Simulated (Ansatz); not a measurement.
**(110) slab of zincblende SiC, 4.6 Å thick as cut, ended by H**

Ansatz, PAW, plane waves, no spin–orbit coupling unless named; atoms relaxed with PBEsol, the curve by HSE06. The curve holds the local part of the PAW potentials, so its shape inside matter depends on the files.

```
Si C H
1.0
     2.17843   -2.17843    0.00000
     0.00000    0.00000    4.35685
   -14.22780  -14.22780    0.00000
Si C H
4 4 4
Cartesian
  -3.3180 -7.6689 4.3472
  -5.4841 -9.8346 4.3514
  -7.6548 -9.8268 2.1689
  -5.4889 -7.6609 2.1729
  -6.5524 -10.9027 1.1133
  -4.3966 -8.7470 1.0891
  -6.5763 -8.7484 3.2676
  -4.4205 -6.5930 3.2916
  -2.4356 -6.7858 0.8373
  -7.1954 -11.5458 0.4810
  -8.5375 -10.7096 3.0158
  -3.7775 -5.9496 2.6596
```

Planar mean of the electrostatic potential energy along the normal, from the vacuum level:

```json
{"z (Å)": "0.00", "v (eV)": "0.00"}
{"z (Å)": "0.30", "v (eV)": "0.00"}
{"z (Å)": "0.75", "v (eV)": "0.00"}
{"z (Å)": "1.04", "v (eV)": "0.00"}
{"z (Å)": "1.34", "v (eV)": "0.00"}
{"z (Å)": "1.64", "v (eV)": "0.00"}
{"z (Å)": "2.09", "v (eV)": "0.00"}
{"z (Å)": "2.38", "v (eV)": "0.00"}
{"z (Å)": "2.68", "v (eV)": "0.00"}
{"z (Å)": "2.98", "v (eV)": "0.00"}
{"z (Å)": "3.43", "v (eV)": "0.00"}
{"z (Å)": "3.73", "v (eV)": "0.00"}
{"z (Å)": "4.02", "v (eV)": "0.00"}
{"z (Å)": "4.47", "v (eV)": "0.00"}
{"z (Å)": "4.77", "v (eV)": "-0.01"}
{"z (Å)": "5.07", "v (eV)": "-0.04"}
{"z (Å)": "5.37", "v (eV)": "-0.10"}
{"z (Å)": "5.81", "v (eV)": "-0.43"}
{"z (Å)": "6.11", "v (eV)": "-1.12"}
{"z (Å)": "6.41", "v (eV)": "-2.97"}
{"z (Å)": "6.71", "v (eV)": "-4.69"}
{"z (Å)": "7.15", "v (eV)": "-7.64"}
{"z (Å)": "7.45", "v (eV)": "-13.07"}
{"z (Å)": "7.75", "v (eV)": "-16.73"}
{"z (Å)": "8.20", "v (eV)": "-12.01"}
{"z (Å)": "8.50", "v (eV)": "-8.23"}
{"z (Å)": "8.79", "v (eV)": "-10.67"}
{"z (Å)": "9.09", "v (eV)": "-15.68"}
{"z (Å)": "9.54", "v (eV)": "-15.12"}
{"z (Å)": "9.84", "v (eV)": "-10.03"}
{"z (Å)": "10.14", "v (eV)": "-8.28"}
{"z (Å)": "10.43", "v (eV)": "-12.44"}
{"z (Å)": "10.88", "v (eV)": "-17.03"}
{"z (Å)": "11.18", "v (eV)": "-13.47"}
{"z (Å)": "11.48", "v (eV)": "-8.76"}
{"z (Å)": "11.77", "v (eV)": "-9.45"}
{"z (Å)": "12.22", "v (eV)": "-16.26"}
{"z (Å)": "12.52", "v (eV)": "-15.63"}
{"z (Å)": "12.82", "v (eV)": "-10.29"}
{"z (Å)": "13.27", "v (eV)": "-5.32"}
{"z (Å)": "13.56", "v (eV)": "-3.97"}
{"z (Å)": "13.86", "v (eV)": "-2.03"}
{"z (Å)": "14.16", "v (eV)": "-0.71"}
{"z (Å)": "14.61", "v (eV)": "-0.17"}
{"z (Å)": "14.90", "v (eV)": "-0.07"}
{"z (Å)": "15.20", "v (eV)": "-0.03"}
{"z (Å)": "15.50", "v (eV)": "-0.01"}
{"z (Å)": "15.95", "v (eV)": "0.00"}
{"z (Å)": "16.25", "v (eV)": "0.00"}
{"z (Å)": "16.54", "v (eV)": "0.00"}
{"z (Å)": "16.99", "v (eV)": "0.00"}
{"z (Å)": "17.29", "v (eV)": "0.00"}
{"z (Å)": "17.59", "v (eV)": "0.00"}
{"z (Å)": "17.89", "v (eV)": "0.00"}
{"z (Å)": "18.33", "v (eV)": "0.00"}
{"z (Å)": "18.63", "v (eV)": "0.00"}
{"z (Å)": "18.93", "v (eV)": "0.00"}
{"z (Å)": "19.23", "v (eV)": "0.00"}
{"z (Å)": "19.67", "v (eV)": "0.00"}
{"z (Å)": "19.97", "v (eV)": "0.00"}
```

Question: How far below the vacuum level do the top filled and the lowest empty level lie, by each functional?

Answer: PBEsol: 5.15 and 2.81 eV (gap 2.34 eV, a 6×4×1 mesh); HSE06: 5.78 and 2.36 eV (gap 3.42 eV, a 4×3×1 mesh). Either level can be a surface state and not a band edge of the crystal.

The potential levels off at the same value on both sides of the slab, so there is no appreciable net dipole along the normal. This is expected of a nonpolar (110) film, in which every layer holds equal numbers of Si and C atoms and both faces carry Si–H and C–H bonds. These bonds saturate the dangling orbitals and move their states out of the middle of the gap, leaving it clear.

HSE06 widens the gap from 2.34 to 3.42 eV by moving both levels, the filled one down somewhat more than the empty one up, probably because exact exchange binds the occupied states more strongly. With either functional the gap is well above what the same functional gives for bulk zincblende SiC, which suggests strong quantum confinement in so thin a film. The PBEsol gap's closeness to the measured bulk value is therefore fortuitous, a cancellation between confinement and the usual semilocal underestimate. A single thickness cannot show how quickly the gap approaches the bulk limit.
